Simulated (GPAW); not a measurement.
The system is TiC.

```
Ti C
1.0
     0.00000    2.16572    2.16572
     2.16572    0.00000    2.16572
     2.16572    2.16572    0.00000
Ti C
1 1
Direct
  0.00000 0.00000 0.00000
  0.50000 0.50000 0.50000
```

The cell is a database's computed one.

* Program: GPAW 26.7.0
* Task: relaxation of cell and atoms
* Functional: RPBE
* Potentials or basis: the program's PAW data sets (release 1.2.1) made for this functional
* Cutoff: 800 eV
* Basis: pw
* k mesh: 11 × 11 × 11
* Occupations: fermi-dirac, width 0.05 eV
* Spin: no spin polarisation

At the start: pressure 5.6 GPa; volume 10.16 Å³/atom.

Task: How do energy, volume and symmetry change on relaxing?

Result: Over 3 steps the energy falls by 4.7 meV/atom and the volume is 10.38 Å³/atom (+2.2 %); space group Fm-3m (No. 225, to 0.05 Å).

Step by step:
| step | energy change (eV) | largest force (eV/Å) | pressure (GPa) | volume (Å³) |
| --- | --- | --- | --- | --- |
| 1 | 0.0000 | 0.0000 | 5.61 | 20.32 |
| 2 | -0.0050 | 0.0000 | 3.64 | 20.47 |
| 3 | -0.0094 | 0.0000 | 0.08 | 20.77 |

Final structure:
```
Ti C
1.0
     0.00000    2.18164    2.18164
     2.18164    0.00000    2.18164
     2.18164    2.18164    0.00000
Ti C
1 1
Direct
  0.00000 0.00000 0.00000
  0.50000 0.50000 0.50000
```

Caveat: later steps reuse the first step's grids.
